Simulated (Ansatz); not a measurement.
# GaP: equation of state

An exercise on one series of results from a longer session: the logs are not shown, and one member is left open.

Computed with Ansatz 0.2.0 (DFT PBE, scalar-relativistic, unless a step's input says otherwise).

## The starting structure

The structure is cubic, space group F-43m (No. 216). The conventional cell has a = 5.451 Å, b = 5.451 Å, c = 5.451 Å, α = 90.00°, β = 90.00°, γ = 90.00°. Ga (site symmetry -43m) has 4 P at 2.36 Å as nearest neighbours. P (site symmetry -43m) is surrounded by 4 Ga at 2.36 Å.

As a file:

```
Ga P
1.0
     0.00000    2.72525    2.72525
     2.72525    0.00000    2.72525
     2.72525    2.72525    0.00000
Ga P
1 1
Cartesian
  0.0000 0.0000 0.0000
  4.0879 4.0879 4.0879
```

The cell is a deposited one (Crystallography Open Database entry 9008846); the temperature and pressure of the measurement aren't taken into account, and nothing was relaxed.

Atoms are numbered in the order of the input: Ga1, P2.

The first run:

Contents of input.yaml:

```yaml
crystal:
  lattice:
    - [0.0, 2.6700902952, 2.6700902952]
    - [2.6700902952, 0.0, 2.6700902952]
    - [2.6700902952, 2.6700902952, 0.0]
  atoms:
    - { symbol: Ga, position: [0.0, 0.0, 0.0] }
    - { symbol: P, position: [0.75, 0.75, 0.75] }
kpoints:
  mp_grid: { grid: [10, 10, 10] }
scf:
  occupations: { method: fermi_dirac, width: 0.05 }
hamiltonian:
  xc: pbe
  pseudopotentials: { kind: all_electron, lapw: { basis_error: 0.0005 } }
output:
  forces: true
  stress: true
  eigenvalues: true
```

Among the steps run: Volume × 0.9405, LAPW; Volume × 0.9405, PAW; Volume × 0.9405, crystal datasets; Volume × 0.98, LAPW; Volume × 0.98, PAW; Volume × 1.02, LAPW; Volume × 1.02, PAW; Volume × 1.06, LAPW; Volume × 1.06, PAW; Volume × 1.06, crystal datasets.

One of the session's tables, all rows but one given; the rest of the session is left out.

It belongs to the step «The equation of state». 

| method | volume (Å³/atom) | pressure (GPa) | gap on the k mesh (eV) |
| --- | --- | --- | --- |
| LAPW | 19.036 | 8.63 | 1.50 |
| LAPW | 19.836 | 4.34 | 1.57 |
| LAPW | 20.240 | 2.48 | 1.61 |
| LAPW | 20.645 | 0.82 | 1.62 |
| LAPW | 21.455 | -2.02 | 1.36 |
| PAW | 19.036 | 8.66 | 1.49 |
| PAW | 19.836 | 4.36 | 1.57 |
| PAW | 20.240 | 2.51 | 1.61 |
| PAW | 20.645 | 0.84 | 1.61 |
| PAW | 21.455 | ? | ? |
| crystal datasets | 19.036 | 8.62 | 1.50 |
| crystal datasets | 20.240 | 2.48 | 1.61 |
| crystal datasets | 21.455 | -2.02 | 1.36 |

Estimate the missing values for PAW, 21.455.

The run gave: pressure (GPa): -2.00; gap on the k mesh (eV): 1.35. In the column «pressure (GPa)» it lies between crystal datasets, 21.455 (-2.02) and LAPW, 20.645 (0.82).

Limits of these values: Warnings in the runs' records: crystal datasets made.
